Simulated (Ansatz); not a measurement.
zincblende-structured HfC

Method: r²SCAN, scalar-relativistic; no spin polarisation; PAW, 500 eV, 12×12×12 k-mesh, Gaussian smearing of 0.05 eV; code Ansatz. The datasets are Ansatz's generated set soft_2.

```
Hf C
1.0
     0.00000    2.51265    2.51265
     2.51265    0.00000    2.51265
     2.51265    2.51265    0.00000
Hf C
1 1
Direct
  0.00000 0.00000 0.00000
  0.25000 0.25000 0.25000
```

The start was a prototype's sites filled with these elements, not a measured cell.

The cell is relaxed to zero pressure at this level.

Elastic constants come from the stress of slightly strained cells with relaxed atoms, in GPa, Voigt order xx, yy, zz, yz, xz, xy in the Cartesian frame of the vectors above.

Question: Give the elastic tensor.

Answer: 
```
191 151 151   0   0   0
151 191 151   0   0   0
151 151 191   0   0   0
  0   0   0  68   0   0
  0   0   0   0  68   0
  0   0   0   0   0  68
```

Question: Is the crystal mechanically stable, and what are its polycrystalline moduli?

Answer: Stable against homogeneous strain: the smallest eigenvalue of the tensor is 40 GPa. Hill averages: K = 164 GPa, G = 42 GPa, E = 116 GPa, ν = 0.38.

For a cubic crystal three numbers say it all: C11 = 191.3, C12 = 151.0, C44 = 68.3 GPa. K = (C11 + 2C12)/3 = 164.5 GPa. The two shear moduli are C44 and C′ = (C11 − C12)/2 = 20.1 GPa, so Zener's ratio C44/C′ is 3.39: the crystal is stiffest along ⟨111⟩ and softest along ⟨100⟩. The Cauchy pressure C12 − C44 is 83 GPa; pair forces would make it zero if every atom sat on a centre of inversion, which isn't so here, so internal relaxation also enters.

The equation of state, an independent route, gives B0 = 164 GPa, against 164 GPa here.

It took about 4 core-minutes on a shared host.

For elements this heavy, spin–orbit coupling would shift levels and gaps; it isn't included here.
